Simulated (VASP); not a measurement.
**KBr: single point with PBE**

Crystal: KBr.

```
K Br
1.0
     4.04350    0.00000    0.00000
     0.00000    4.04350    0.00000
     0.00000    0.00000    4.04350
K Br
1 1
Direct
  0.00000 0.00000 0.00000
  0.50000 0.50000 0.50000
```

Measurements of this composition are mostly on another form, of space group No. 225.

- Program: VASP 6.6.1
- Task: single point
- Functional: PBE
- Potentials or basis: VASP PAW PBE potentials, release 64 (K_sv, Br)
- Cutoff: 520 eV
- k mesh: 4 × 4 × 4
- Occupations: gaussian, width 0.1 eV
- Spin: no spin polarisation

The pressure is 0.0 GPa. The band gap on the k mesh is 3.86 eV, indirect (least direct gap 4.12 eV).

Levels at points of the mesh, in eV from the valence-band top:
| k point | band 6 | band 7 | band 8 | band 9 | band 10 | band 11 |
| --- | --- | --- | --- | --- | --- | --- |
| (0.00, 0.00, 0.00) | -0.26 | -0.26 | -0.26 | 3.86 | 5.85 | 5.85 |
| (0.50, 0.00, 0.00) | -1.94 | -0.23 | -0.23 | 6.48 | 7.17 | 7.65 |
| (0.50, 0.50, 0.00) | -1.38 | -1.38 | 0.00 | 5.22 | 6.50 | 8.04 |
| (0.50, 0.50, 0.50) | -1.42 | -1.42 | -1.42 | 7.40 | 7.40 | 7.40 |

Run time: 11 s on 1 thread of Intel(R) Xeon(R) Platinum 8175M CPU @ 2.50GHz (Skylake/Cascade Lake), with other jobs on the host, peak memory 0.16 GiB.

A k mesh can miss the band edges. Expect the measured gap to be larger: semilocal functionals such as PBE lack the derivative discontinuity.
